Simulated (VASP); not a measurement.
# HgSe in VASP 6.6.1, relaxation

INCAR

```
PREC = Accurate
ISIF = 3
ENCUT = 600
LREAL = .FALSE.
NELM = 82
NBANDS = 16
GGA = PE
LCHARG = .FALSE.
LWAVE = .FALSE.
EDIFF = 1E-7
IBRION = 2
SIGMA = 0.02
ISMEAR = -1
NSW = 40
PSTRESS = 50
EDIFFG = -5E-3
LASPH = .TRUE.
```

KPOINTS

```
KPOINTS created by Atomic Simulation Environment
0
Gamma
8 8 8
0 0 0
```

POSCAR

```
Hg Se
 1.0000000000000000
     0.0000000000000000    2.8526876800999998    2.8526876800999998
     2.8526876800999998    0.0000000000000000    2.8526876800999998
     2.8526876800999998    2.8526876800999998    0.0000000000000000
 Hg  Se
   1   1
Cartesian
  0.0000000000000000  0.0000000000000000  0.0000000000000000
  1.4263438400499999  1.4263438400499999  1.4263438400499999
```

The recommended PBE PAW datasets give the neutral cell 18 valence electrons.

Command

```
mpirun -np 1 vasp_std
```

Task: Predict the outcome of this run.

Result: It converged. Results: relaxed cell vector lengths 4.299, 4.299, 4.299 Å; relaxed cell volume 56.17 Å³.

OSZICAR

```
N       E                     dE             d eps       ncg     rms          rms(c)
DAV:   1     0.127533255871E+03    0.12753E+03   -0.95228E+03   928   0.116E+03
DAV:   2     0.792967118547E+00   -0.12674E+03   -0.11771E+03  1072   0.266E+02
DAV:   3    -0.353188599208E+01   -0.43249E+01   -0.43125E+01  1144   0.502E+01
DAV:   4    -0.354874941383E+01   -0.16863E-01   -0.16862E-01  1120   0.317E+00
DAV:   5    -0.354882655477E+01   -0.77141E-04   -0.77140E-04  1176   0.194E-01    0.130E+01
DAV:   6    -0.322969880078E+01    0.31913E+00   -0.48518E-01  1360   0.106E+01    0.925E+00
DAV:   7    -0.320823955691E+01    0.21459E-01   -0.17489E-01  1088   0.329E+00    0.285E+00
DAV:   8    -0.320597640200E+01    0.22632E-02   -0.26739E-02  1104   0.213E+00    0.271E-01
DAV:   9    -0.320576775805E+01    0.20864E-03   -0.21566E-03  1144   0.580E-01    0.114E-01
DAV:  10    -0.320578756608E+01   -0.19808E-04   -0.96126E-05  1160   0.117E-01    0.281E-02
...
DAV:   6    -0.400534980974E+01    0.38829E-07   -0.81639E-08   480   0.381E-03
  17 F= -.22547758E+01 E0= -.22547003E+01  d E =-.541642E-04
       N       E                     dE             d eps       ncg     rms          rms(c)
DAV:   1    -0.400808799462E+01   -0.27381E-02   -0.55909E-03   992   0.834E-01    0.130E-01
DAV:   2    -0.400782146002E+01    0.26653E-03   -0.53636E-04   984   0.331E-01    0.478E-02
DAV:   3    -0.400779110135E+01    0.30359E-04   -0.66874E-05  1184   0.800E-02    0.464E-02
DAV:   4    -0.400778601186E+01    0.50895E-05   -0.73871E-06  1024   0.214E-02    0.476E-03
DAV:   5    -0.400778546721E+01    0.54466E-06   -0.16693E-06  1160   0.189E-02    0.328E-03
DAV:   6    -0.400778537945E+01    0.87757E-07   -0.32558E-07   944   0.760E-03
  18 F= -.22547852E+01 E0= -.22547096E+01  d E =-.634862E-04
```

```
ionic step  ΔH (meV/atom)  volume (Å³)  largest force (eV/Å)  pressure (GPa)  electronic steps
         1            0.0        46.43                 0.000           24.62                14
         2          -60.1        68.27                 0.000           -3.34                12
         3         -248.8        56.43                 0.000            4.68                11
         4         -249.0        56.22                 0.000            4.93                 7
         5         -248.9        56.01                 0.000            5.18                 7
         6         -248.9        56.01                 0.000            5.17                 3
         7         -248.9        56.02                 0.000            5.16                 5
        12         -248.9        56.02                 0.000            5.17                 2
        13         -248.9        56.02                 0.000            5.16                 3
        14         -248.9        56.03                 0.000            5.15                 5
        15         -248.9        56.04                 0.000            5.14                 5
        16         -248.9        56.06                 0.000            5.11                 5
        17         -249.0        56.09                 0.000            5.07                 6
        18         -249.0        56.17                 0.000            4.98                 6
```

 The volume moved far on the plane waves of the start cell, so a restart from CONTCAR is due.

For comparison, a separate PBE relaxation on usual settings, not on those above, ends at 61.61 Å³.
